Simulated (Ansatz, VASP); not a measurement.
## One calculation of TaN, two programs

```
Ta N
1.0
     2.99562    0.00000    0.00000
    -1.49781    2.59428    0.00000
     0.00000    0.00000    2.93954
Ta N
1 1
Direct
  0.33333 0.66667 0.50000
  0.00000 0.00000 0.00000
```

Change from the starting cell: volume scaled by 1.06.

Alike in both runs: task single point; functional PBEsol; k mesh 12 × 12 × 10; occupations fermi-dirac, width 0.02 eV; no spin polarisation.

|  | VASP | Ansatz |
| --- | --- | --- |
| version | VASP 6.6.1 | Ansatz 0.2.0 |
| potentials or method | VASP PAW PBE potentials, release 64 (Ta_pv, N), cutoff 520 eV | all-electron LAPW, scalar-relativistic |

```tsv
	VASP	Ansatz	Ansatz less VASP
pressure (GPa)	-21.9	-22.2	-0.32
largest component of the traceless stress (GPa)	1.46	1.54	+0.079
```

Ansatz ran all-electron here, so the differences hold the error of VASP's frozen core and of both bases.

Caveats: so large a pressure means that the cell lies far from this level's equilibrium, or that cutoff or potentials fall short (VASP); the potentials were made for another functional, which shifts forces and pressure (VASP). The runs have no spin-orbit coupling, so splittings on Ta are missing.
